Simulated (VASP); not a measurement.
Method: PBE GGA, VASP's PBE PAW potentials (set 64) (plane waves; VASP).

VASP ran on this input.

### KPOINTS
```
Automatic mesh
0
Gamma
9 9 13
0 0 0
```

### INCAR
```
GGA = PE   # PBE
ISIF = 2
LWAVE = F
PREC = Accurate
LREAL = F   # projection in real space or not
LMAXMIX = 4   # l cut-off of mixed one-centre charges
LASPH = T   # aspherical one-centre terms
SYSTEM = RuO2
EDIFF = 1E-6
ALGO = Normal   # blocked Davidson
ISMEAR = 1
NELM = 100   # most electronic steps
LCHARG = F
SIGMA = 0.05   # width (eV)
ENCUT = 400
```

**POSCAR**
```
RuO2
1
    4.4080900000     0.0000000000     0.0000000000
    0.0000000000     4.4080900000     0.0000000000
    0.0000000000     0.0000000000     3.0596920000
Ru O
2 4
Direct
  0.5000000000   0.5000000000   0.5000000000
  0.0000000000   0.0000000000   0.0000000000
  0.8054400000   0.1945600000   0.5000000000
  0.1945600000   0.8054400000   0.5000000000
  0.3054400000   0.3054400000   0.0000000000
  0.6945600000   0.6945600000   0.0000000000
```

POTCAR, in this order: Ru_pv O (PBE.64 set). Program: vasp_std.

The run wrote:

OSZICAR:
```
       N       E                     dE             d eps       ncg     rms          rms(c)
DAV:   1     0.486593150573E+03    0.48659E+03   -0.27265E+04  6614   0.145E+03
DAV:   2    -0.243663573428E+02   -0.51096E+03   -0.49655E+03  7491   0.454E+02
DAV:   3    -0.524523176177E+02   -0.28086E+02   -0.27772E+02  7362   0.110E+02
DAV:   4    -0.529222247797E+02   -0.46991E+00   -0.46675E+00  7670   0.139E+01
DAV:   5    -0.529307202650E+02   -0.84955E-02   -0.84934E-02  7643   0.172E+00    0.556E+01
DAV:   6    -0.457995923943E+02    0.71311E+01   -0.56510E+01  6665   0.576E+01    0.181E+01
DAV:   7    -0.446181345943E+02    0.11815E+01   -0.11869E+01  6700   0.333E+01    0.190E+01
DAV:   8    -0.443872097426E+02    0.23092E+00   -0.12863E+00  7708   0.104E+01    0.162E+00
DAV:   9    -0.443800481390E+02    0.71616E-02   -0.58666E-02  7415   0.179E+00    0.445E-01
DAV:  10    -0.443783122047E+02    0.17359E-02   -0.72155E-03  7709   0.704E-01    0.311E-01
DAV:  11    -0.443782485757E+02    0.63629E-04   -0.44684E-04  8811   0.132E-01    0.971E-02
DAV:  12    -0.443782566522E+02   -0.80765E-05   -0.57099E-05  7450   0.690E-02    0.158E-02
DAV:  13    -0.443782583391E+02   -0.16869E-05   -0.12222E-05  7938   0.257E-02    0.490E-03
DAV:  14    -0.443782581534E+02    0.18575E-06   -0.13929E-06  4238   0.966E-03
   1 F= -.44378258E+02 E0= -.44378272E+02  d E =0.425759E-04
```

**OUTCAR**
```
------------------------ aborting loop because EDIFF is reached ----------------------------------------
  FORCE on cell =-STRESS in cart. coord.  units (eV):
  Direction    XX          YY          ZZ          XY          YZ          ZX
  --------------------------------------------------------------------------------------
  Total        5.0940211      5.0940211      6.4471089      0.0000000      0.0000000      0.0000000
  in kB      137.2753959    137.2753959    173.7388620      0.0000000      0.0000000      0.0000000
  external PRESSURE =     149.4298846 kB  Pullay stress =       0.0000000 kB
  volume of cell :       59.45
      direct lattice vectors                 reciprocal lattice vectors
     4.408090000  0.000000000  0.000000000     0.226855622  0.000000000  0.000000000
     0.000000000  4.408090000  0.000000000     0.000000000  0.226855622  0.000000000
     0.000000000  0.000000000  3.059692000     0.000000000  0.000000000  0.326830282
 POSITION                                       TOTAL-FORCE (eV/Angst)
 -----------------------------------------------------------------------------------
      2.20404      2.20404      1.52985         0.000000      0.000000      0.000000
      0.00000      0.00000      0.00000         0.000000      0.000000      0.000000
      3.55045      0.85764      1.52985         0.003582     -0.003582      0.000000
      0.85764      3.55045      1.52985        -0.003582      0.003582     -0.000000
      1.34641      1.34641      0.00000         0.003582      0.003582     -0.000000
      3.06168      3.06168      0.00000        -0.003582     -0.003582      0.000000
 -----------------------------------------------------------------------------------
    total drift:                                0.000000      0.000000      0.000000
  FREE ENERGIE OF THE ION-ELECTRON SYSTEM (eV)
  ---------------------------------------------------
  free  energy   TOTEN  =       -44.3782581534 eV

  energy  without entropy=      -44.3783007293  energy(sigma->0) =      -44.37827235
```
(Selected blocks of OUTCAR.)

At this cut-off the stress carries a Pulay error, which pulls relaxed volumes low.

The structure comes from a computed database's RuO2 entry; how it stands against other phases isn't given here. The cell was not relaxed at this level.
